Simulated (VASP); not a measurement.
Wanted: the native input for a VASP 6.6.1 run.

```
Task                   : single point
Functional             : PBE
Potentials or basis    : VASP PAW PBE potentials, release 64 (Ir, O)
Cutoff                 : 520 eV
k mesh                 : 3 × 3 × 3
Occupations            : gaussian, width 0.15 eV
Spin                   : collinear spin, typed start
Starting moments       : [1.0, 1.0, 1.0, 1.0, 0.0, 0.0, 0.0, 0.0, 0.0, 0.0] μB
Dipole correction      : no
Further INCAR settings : ALGO = Normal; EDIFF = 1e-06; NBANDS = 51
```

The structure of Ir2O3 lies in POSCAR:

```
Ir2O3
1.0
    4.8045448411      0.0000000000      0.0000000000
    0.0000000000      4.8045448411      0.0000000000
    0.0000000000      0.0000000000      4.8045448411
Ir O
4 6
Direct
    0.2500000000      0.2500000000      0.2500000000
    0.2500000000      0.7500000000      0.7500000000
    0.7500000000      0.7500000000      0.2500000000
    0.7500000000      0.2500000000      0.7500000000
    0.5000000000      0.0000000000      0.0000000000
    0.5000000000      0.0000000000      0.5000000000
    0.0000000000      0.5000000000      0.0000000000
    0.5000000000      0.5000000000      0.0000000000
    0.0000000000      0.5000000000      0.5000000000
    0.0000000000      0.0000000000      0.5000000000
```

The cell was built by a generator and needn't be a form met in nature.

The cell isn't the ideal one: species swapped into the Ag2O3 type (Pn-3m, No. 224).

These files were run (other wordings do the same):

INCAR

```
SYSTEM = Ir2O3
PREC = Accurate
ENCUT = 520
EDIFF = 1E-6
ISMEAR = 0
SIGMA = 0.15
LREAL = .FALSE.
LASPH = .TRUE.
NELM = 150
ALGO = Normal
ISIF = 2
LWAVE = .FALSE.
LCHARG = .TRUE.
ISPIN = 2
MAGMOM = 1 1 1 1 0 0 0 0 0 0
LORBIT = 11
LMAXMIX = 4
GGA = PE
LELF = .TRUE.
LVHAR = .TRUE.
NBANDS = 51
```

KPOINTS

```
regular mesh
0
G
  3 3 3
  0 0 0
```

Potentials or basis: VASP PAW PBE potentials, release 64 (Ir, O).

Launch:

```console
$ cat potpaw_PBE.64/Ir/POTCAR potpaw_PBE.64/O/POTCAR > POTCAR
$ mpirun -np 1 vasp_std > vasp.out
```

Results of the run:

```yaml
Pressure: 1.9 GPa
Band_gap_on_the_k_mesh: 0.22 eV, direct
Net_moment: 0.00 μB per cell
Valence_electrons_inside_the_program's_atomic_spheres: Ir 8.09; O 4.98
```

Caveat: the k mesh is coarse (spacing up to 0.44 Å⁻¹), so the values aren't converged; spin-orbit coupling is left out, which moves the levels of the heavy elements; an odd mesh through Γ misses points on the zone boundary, where band edges often lie.

It took 35 s on 1 thread of Intel(R) Xeon(R) Platinum 8488C (Sapphire Rapids), with other jobs on the host, peak memory 0.25 GiB.
